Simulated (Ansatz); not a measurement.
**Ag: frozen-core PAW against all-electron methods**

```yaml
crystal:
  lattice:
    - [0.00000, 2.04310, 2.06353]
    - [2.04310, 0.00000, 2.06353]
    - [2.04310, 2.04310, 0.00000]
  atoms:
    - { symbol: Ag, position: [0.00000, 0.00000, 0.00000] }
```

The cell is COD entry 9008459, as deposited and not checked against the literature; nothing was relaxed. The listed cell was then made from it by scaling, straining or moving an atom.

All numbers are computed: DFT, PBE, PAW with Ansatz's default frozen-core files, scalar-relativistic (Ansatz 0.2.0); DFT, PBE, all-electron LAPW, scalar-relativistic (Ansatz 0.2.0).

For PAW: a Γ-centred 15×15×15 k mesh, Fermi–Dirac smearing of 0.05 eV, cutoff 420 eV, no spin polarisation. LAPW targets a basis error of 1 meV/atom. The Ansatz runs share mesh, smearing and spin set-up. Plane-wave (PAW) pressures include the program's estimate of the Pulay term.

Stress and pressure are positive in compression.

PAW results:

```csv
quantity,PAW
pressure (GPa),3.44
stress xx (GPa),3.47
stress zz (GPa),3.37
```

Problem. What does full-potential LAPW give for the same quantities?

Solution. 
| quantity | LAPW |
| --- | --- |
| pressure (GPa) | 3.42 |
| stress xx (GPa) | 3.46 |
| stress zz (GPa) | 3.36 |
